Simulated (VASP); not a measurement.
# H (Cmce) in VASP: notebook

One crystal, H, is run at these levels: PBEsol; tasks: single point.

All numbers are computed with VASP 6.6.1; they aren't measurements. Logs are shortened: lines on timing, memory, paths and dates and some standing lists are left out, and cuts for length are marked.

### 1 The cell of the first run

The structure is orthorhombic, space group Cmce (No. 64). Conventional cell: a = 5.090 Å, b = 4.980 Å, c = 4.080 Å, α = 90.00°, β = 90.00°, γ = 90.00°. H (site symmetry m) has 1 H at 0.73 Å as nearest neighbours.

### 2 Single point, PBEsol (strain -0.030 along x and y, -0.015 along z, atoms carried along)

Contents of INCAR:

```
SYSTEM = H
PREC     = Accurate       ! precision mode
ENCUT    = 520            ! plane-wave cutoff, eV
EDIFF    = 1E-7           ! SCF threshold, eV
ISMEAR   = 0              ! smearing method
SIGMA    = 0.05           ! smearing width, eV
LREAL    = .False.        ! projectors in reciprocal space
LASPH    = .True.         ! aspherical terms in the spheres
NELM     = 100            ! most SCF steps
ALGO     = Normal         ! electronic algorithm
ISIF     = 2              ! what is computed and relaxed
LWAVE    = .False.        ! write WAVECAR
LCHARG   = .True.         ! write CHGCAR
GGA      = PS             ! functional
LELF     = .True.         ! ELF
LVHAR    = .True.       
NBANDS   = 10             ! bands
```

Contents of KPOINTS:

```
regular mesh
0
Gamma
  6 6 6
  0 0 0
```

Contents of POSCAR:

```
H
1.0
    2.5447769385     -2.4898976723      0.0000000000
    2.5447769385      2.4898976723      0.0000000000
    0.0000000000      0.0000000000      4.0796907300
H
4
Direct
    0.9532956300      0.0467043700      0.0685088900
    0.4532956300      0.5467043700      0.4314911100
    0.5467043700      0.4532956300      0.5685088900
    0.0467043700      0.9532956300      0.9314911100
```

Potentials or basis: VASP PAW PBE potentials, release 64 (H).

Launch:

```console
cat potpaw_PBE.64/H/POTCAR > POTCAR
mpirun -np 1 vasp_std > vasp.out
```

OUTCAR:

```text
SYSTEM = H
   PREC = Accurate
   ENCUT = 520
   EDIFF = 1E-7
   ISMEAR = 0
   LREAL = .False.
   LASPH = .True.
   NELM = 100
   ISIF = 2
   GGA = PS

 ion  position               nearest neighbor table
   1  0.953  0.047  0.069-   4 0.73
   2  0.453  0.547  0.431-   3 0.73
   3  0.547  0.453  0.569-   2 0.73
   4  0.047  0.953  0.931-   1 0.73

  LATTYP: Found a base centered orthorhombic cell.
 ALAT       =     4.9797953446
 B/A-ratio  =     1.0220407717
 C/A-ratio  =     0.8192486734

  Lattice vectors:

 A1 = (  -2.5447769385,  -2.4898976723,   0.0000000000)
 A2 = (   2.5447769385,  -2.4898976723,   0.0000000000)
 A3 = (   0.0000000000,   0.0000000000,   4.0796907300)

Analysis of symmetry for initial positions (statically):
=====================================================================
 Subroutine PRICEL returns:
 Original cell was already a primitive cell.

 Routine SETGRP: Setting up the symmetry group for a
 base centered orthorhombic supercell.

 Subroutine GETGRP returns: Found  8 space group operations
 (whereof  4 operations were pure point group operations)
 out of a pool of  8 trial point group operations.

The static configuration has the point symmetry C_2h.
 The point group associated with its full space group is D_2h.

Analysis of symmetry for dynamics (positions and initial velocities):
=====================================================================
 Subroutine PRICEL returns:
 Original cell was already a primitive cell.

 Routine SETGRP: Setting up the symmetry group for a
 base centered orthorhombic supercell.

 Subroutine GETGRP returns: Found  8 space group operations
 (whereof  4 operations were pure point group operations)
 out of a pool of  8 trial point group operations.

The dynamic configuration has the point symmetry C_2h.
 The point group associated with its full space group is D_2h.

 Subroutine INISYM returns: Found  8 space group operations
 (whereof  4 operations are pure point group operations),
 and found     1 'primitive' translations

----------------------------------------------------------------------------------------

                                     Primitive cell

  volume of cell :      51.6998

  direct lattice vectors                    reciprocal lattice vectors
     2.544776939 -2.489897672  0.000000000     0.196480875 -0.200811465  0.000000000
     2.544776939  2.489897672  0.000000000     0.196480875  0.200811465  0.000000000
     0.000000000  0.000000000  4.079690730     0.000000000  0.000000000  0.245116619

  length of vectors
     3.560264047  3.560264047  4.079690730     0.280944797  0.280944797  0.245116619

  position of ions in fractional coordinates (direct lattice)
     0.953295630  0.046704370  0.068508890
     0.453295630  0.546704370  0.431491110
     0.546704370  0.453295630  0.568508890
     0.046704370  0.953295630  0.931491110

  ion indices of the primitive-cell ions
   primitive index   ion index
                 1           1
                 2           2
                 3           3
                 4           4

----------------------------------------------------------------------------------------

 KPOINTS: regular mesh

Automatic generation of k-mesh.
 Grid dimensions read from file:
 generate k-points for:    6    6    6

 Generating k-lattice:

  Cartesian coordinates                     Fractional coordinates (reciprocal lattice)
     0.032746813 -0.033468578  0.000000000     0.166666667  0.000000000  0.000000000
     0.032746813  0.033468578  0.000000000     0.000000000  0.166666667  0.000000000
     0.000000000  0.000000000  0.040852770     0.000000000  0.000000000  0.166666667

  Length of vectors
     0.046824133  0.046824133  0.040852770

  Shift w.r.t. Gamma in fractional coordinates (k-lattice)
     0.000000000  0.000000000  0.000000000

 Subroutine IBZKPT returns following result:
 ===========================================

 Found     52 irreducible k-points:

 Following reciprocal coordinates:
            Coordinates               Weight
  0.000000  0.000000  0.000000      1.000000
  0.166667  0.000000  0.000000      4.000000
  0.333333  0.000000  0.000000      4.000000
  0.500000  0.000000  0.000000      2.000000
  0.166667  0.166667  0.000000      2.000000
  0.333333  0.166667  0.000000      4.000000
[... 16 lines left out ...]
  0.333333  0.333333  0.166667      4.000000
  0.500000  0.333333  0.166667      8.000000
 [... further k-points ...]
   k-points           NKPTS =     52   k-points in BZ     NKDIM =     52   number of bands    NBANDS=     10
   number of dos      NEDOS =    301   number of ions     NIONS =      4
   total plane-waves  NPLWV =  23520
   dimension x,y,z NGX =    28 NGY =   28 NGZ =   30
   dimension x,y,z NGXF=    56 NGYF=   56 NGZF=   60
   ions per type =               4
   NGX,Y,Z   is equivalent  to a cutoff of  13.07, 13.07, 12.22 a.u.
   NGXF,Y,Z  is equivalent  to a cutoff of  26.15, 26.15, 24.45 a.u.
 SYSTEM =  H
   PREC   = accura    normal or accurate (medium, high low for compatibility)
   ISTART =      0    job   : 0-new  1-cont  2-samecut
   ICHARG =      2    charge: 1-file 2-atom 10-const
   ISPIN  =      1    spin polarized calculation?
   LNONCOLLINEAR =      F non collinear calculations
   LSORBIT =      F    spin-orbit coupling
   LASPH  =      T    aspherical Exc in radial PAW
   ENCUT  =  520.0 eV  38.22 Ry    6.18 a.u.   6.62  6.62  7.59*2*pi/ulx,y,z
   NELM   =    100;   NELMIN=  2; NELMDL= -5     # of ELM steps
   EDIFF  = 0.1E-06   stopping-criterion for ELM
   LREAL  =      F    real-space projection
   EDIFFG = 0.1E-05   stopping-criterion for IOM
   NSW    =      0    number of steps for IOM
   IBRION =     -1    ionic relax: 0-MD 1-quasi-New 2-CG
   NFREE  =      0    steps in history (QN), initial steepest desc. (CG)
   ISIF   =      2    stress and relaxation
   ISYM   =      2    0-nonsym 1-usesym 2-fastsym
   POTIM  = 0.5000    time-step for ionic-motion
   TEBEG  =    0.0;   TEEND  =   0.0 temperature during run
   PSTRESS=    0.0 pullay stress
   NELECT =       4.0000    total number of electrons
   NUPDOWN=      -1.0000    fix difference up-down
   EMIN   =  10.00;   EMAX   =-10.00  energy-range for DOS
   EFERMI =   0.00;   METHOD = LEGACY
   ISMEAR =     0;   SIGMA  =   0.05  broadening in eV -4-tet -1-fermi 0-gaus
   EFERMI_NEDOS =   21; number of points for ismear=-14 and -15
   IALGO  =     38    algorithm
   IMIX   =      4    mixing-type and parameters
     AMIX     =   0.40;   BMIX     =  1.00
     AMIX_MAG =   1.60;   BMIX_MAG =  1.00
  volume/ion in A,a.u.               =      12.92        87.22
  Fermi-wavevector in a.u.,A,eV,Ry     =   0.697587  1.318249  6.620980  0.486628
  Thomas-Fermi vector in A             =   1.780956
   LORBIT       =      0    0 simple, 1 ext, 2 COOP (PROOUT), +10 PAW based schemes
   GGA     = PS    functional components
   LHFCALC =     F    Hartree Fock is set to
   AEXX    =    0.0000 exact exchange contribution
   IVDW    =     0    specifies the selected vdW correction
   LEPSILON=     F    determine dielectric tensor
   LRPA    =     F    only Hartree local field effects (RPA)
 non-spin polarized calculation
 Gauss-broadening in eV      SIGMA  =   0.05
  energy-cutoff  :      520.00
  volume of cell :       51.70
 maximum number of plane-waves:      1414
 NGX is ok and might be reduce to    28
   NGX = 13   NGY = 13   NGZ = 15

 number of electron       3.9999995 magnetization

 Free energy of the ion-electron system (eV)
  ---------------------------------------------------
  ext. energy  EPLUGINS =         0.00000000
  ---------------------------------------------------
  free energy    TOTEN  =       -13.02042263 eV

  energy without entropy =      -13.02042263  energy(sigma->0) =      -13.02042263

 E-fermi :  -8.1141     XC(G=0):  -5.0861

 val. band max:       -8.3317054587   @ k =   0.0000   0.0000   0.0000
 cond. band min:       0.8447120344   @ k =   0.5000   0.0000   0.5000
 fundamental gap:      9.1764174932
 Fermi energy:        -8.1140549389

 k-point     1 :       0.0000    0.0000    0.0000
  band No.  band energies     occupation
      1     -10.3668      2.00000
      2      -8.3317      2.00000
      3       3.0326      0.00000
      4       4.6636      0.00000
      5       5.1693      0.00000
      6       7.2480      0.00000
      7       7.3394      0.00000
      8       9.0262      0.00000
      9      11.2506      0.00000
     10      12.1206      0.00000

 k-point     2 :       0.1667    0.0000    0.0000
  band No.  band energies     occupation
      1     -10.2021      2.00000
      2      -8.4105      2.00000
      3       3.2000      0.00000
      4       4.1825      0.00000
      5       4.3520      0.00000
      6       6.5829      0.00000
      7       8.0858      0.00000
      8      10.1396      0.00000
      9      11.7316      0.00000
     10      12.0181      0.00000

 k-point     3 :       0.3333    0.0000    0.0000
  band No.  band energies     occupation
      1      -9.7570      2.00000
      2      -8.6871      2.00000
      3       2.9041      0.00000
      4       2.9940      0.00000
      5       4.5491      0.00000
      6       6.7439      0.00000
      7       8.7770      0.00000
      8       9.2537      0.00000
      9      10.9718      0.00000
     10      12.7903      0.00000
[... 248 lines left out ...]
 k-point    23 :       0.3333    0.3333    0.1667
  band No.  band energies     occupation
      1      -9.3032      2.00000
      2      -8.6867      2.00000
      3       1.9611      0.00000
      4       2.7579      0.00000
      5       3.6797      0.00000
      6       7.1080      0.00000
      7       7.3988      0.00000
      8       9.0828      0.00000
      9      10.9400      0.00000
     10      10.9722      0.00000

 k-point    24 :       0.5000    0.3333    0.1667
  band No.  band energies     occupation
      1      -8.9975      2.00000
      2      -8.8589      2.00000
      3       1.6383      0.00000
      4       2.4909      0.00000
      5       4.4755      0.00000
      6       5.7834      0.00000
      7       8.0870      0.00000
      8       9.3512      0.00000
      9       9.8075      0.00000
     10      10.1434      0.00000

 [... further k-points ...]
[... 5 lines left out ...]
  --------------------------------------------------------------------------------------
  -------------------------------------------------------------------------------------
  Total       -0.0328543      0.6475659      0.9821003      0.0000000      0.0000000      0.0000000
  in kB       -1.0181557     20.0680938     30.4353270      0.0000000      0.0000000      0.0000000
  external PRESSURE =      16.4950884 kB  Pullay stress =       0.0000000 kB

 VOLUME and BASIS-vectors are now :
 -----------------------------------------------------------------------------
  energy-cutoff  :      520.00
  volume of cell :       51.70
      direct lattice vectors                 reciprocal lattice vectors
     2.544776939 -2.489897672  0.000000000     0.196480875 -0.200811465  0.000000000
     2.544776939  2.489897672  0.000000000     0.196480875  0.200811465  0.000000000
     0.000000000  0.000000000  4.079690730     0.000000000  0.000000000  0.245116619

 POSITION                                       TOTAL-FORCE (eV/Angst)
 -----------------------------------------------------------------------------------
      2.54478     -2.25732      0.27950         0.000000      0.757955      0.910789
      2.54478      0.23258      1.76035         0.000000      0.757955     -0.910789
      2.54478     -0.23258      2.31934         0.000000     -0.757955      0.910789
      2.54478      2.25732      3.80020         0.000000     -0.757955     -0.910789
 -----------------------------------------------------------------------------------
    total drift:                                0.000000     -0.000000     -0.000000

  FREE ENERGIE OF THE ION-ELECTRON SYSTEM (eV)
  ---------------------------------------------------
  free  energy   TOTEN  =       -13.0204226267 eV

  energy  without entropy=      -13.0204226267  energy(sigma->0) =      -13.02042263
```

Wall time 14 s (1 thread of Intel Xeon Platinum 8375C at 2.90GHz (Ice Lake), shared host); peak memory 0.15 GiB.

What came out:

* Free energy: -13.0204 eV
* Pressure: 1.6 GPa
* Largest force: 1.185 eV/Å
* Band gap on the k mesh: 9.18 eV, indirect (least direct gap 9.87 eV)

Forces on the atoms (eV/Å):
```
H    0.000  0.758  0.911
H    0.000  0.758 -0.911
H    0.000 -0.758  0.911
H    0.000 -0.758 -0.911
```

Stress tensor (GPa, compression positive):
```
-0.10  0.00  0.00
 0.00  2.01  0.00
 0.00  0.00  3.04
```

Caveat: the PAW data sets were made with another functional, which shifts forces and pressure a little. A k mesh can miss the band edges.

### 3 Single point, PBEsol (strain +0.015 along x and y, +0.015 along z, atoms carried along)

Contents of INCAR:

```
SYSTEM = H
PREC = Accurate
ENCUT = 520
EDIFF = 1E-6
ISMEAR = 0
SIGMA = 0.05
LREAL = .FALSE.
LASPH = .TRUE.
NELM = 100
ALGO = Normal
ISIF = 2
LWAVE = .FALSE.
LCHARG = .FALSE.
GGA = PS
NBANDS = 10
```

Contents of KPOINTS:

```
regular mesh
0
G
  6 6 6
  0 0 0
```

Contents of POSCAR:

```
H
1.0
    2.6628336006     -2.6054083891      0.0000000000
    2.6628336006      2.6054083891      0.0000000000
    0.0000000000      0.0000000000      4.2039452700
H
4
Direct
    0.9532956300      0.0467043700      0.0685088900
    0.4532956300      0.5467043700      0.4314911100
    0.5467043700      0.4532956300      0.5685088900
    0.0467043700      0.9532956300      0.9314911100
```

Potentials or basis: VASP PAW PBE potentials, release 64 (H).

Launch:

```console
cat potpaw_PBE.64/H/POTCAR > POTCAR
mpirun -np 1 vasp_std > vasp.out
```

Run time: 13 s. Hardware: 1 thread of Intel Xeon Platinum 8375C at 2.90GHz (Ice Lake), shared host; peak memory 0.16 GiB.

It converged, with:

* Free energy: -13.0567 eV
* Pressure: 0.1 GPa
* Largest force: 0.179 eV/Å
* Band gap on the k mesh: 9.10 eV, indirect (least direct gap 9.68 eV)

Forces on the atoms (eV/Å):
```
H    0.000  0.115  0.137
H    0.000  0.115 -0.137
H    0.000 -0.115  0.137
H    0.000 -0.115 -0.137
```

Stress tensor (GPa, compression positive):
```
-0.14  0.00  0.00
 0.00  0.10  0.00
 0.00  0.00  0.28
```

Levels at points of the mesh, in eV from the valence-band top:
| k point | band 1 | band 2 | band 3 | band 4 | band 5 | band 6 |
| --- | --- | --- | --- | --- | --- | --- |
| (0.00, 0.00, 0.00) | -1.70 | 0.00 | 11.15 | 12.38 | 12.85 | 14.94 |
| (0.50, 0.00, 0.00) | -0.71 | -0.71 | 10.61 | 10.61 | 13.59 | 13.59 |
| (0.50, 0.50, 0.00) | -0.56 | -0.39 | 9.41 | 10.25 | 13.82 | 15.15 |
| (0.00, 0.00, 0.50) | -0.85 | -0.85 | 10.29 | 10.29 | 15.28 | 15.28 |
| (0.50, 0.00, 0.50) | -0.59 | -0.59 | 9.10 | 9.10 | 15.60 | 15.60 |
| (0.50, 0.50, 0.50) | -0.38 | -0.38 | 10.79 | 10.79 | 12.35 | 12.35 |

Caveat: the PAW data sets were made with another functional, which shifts forces and pressure a little. A k mesh can miss the band edges.
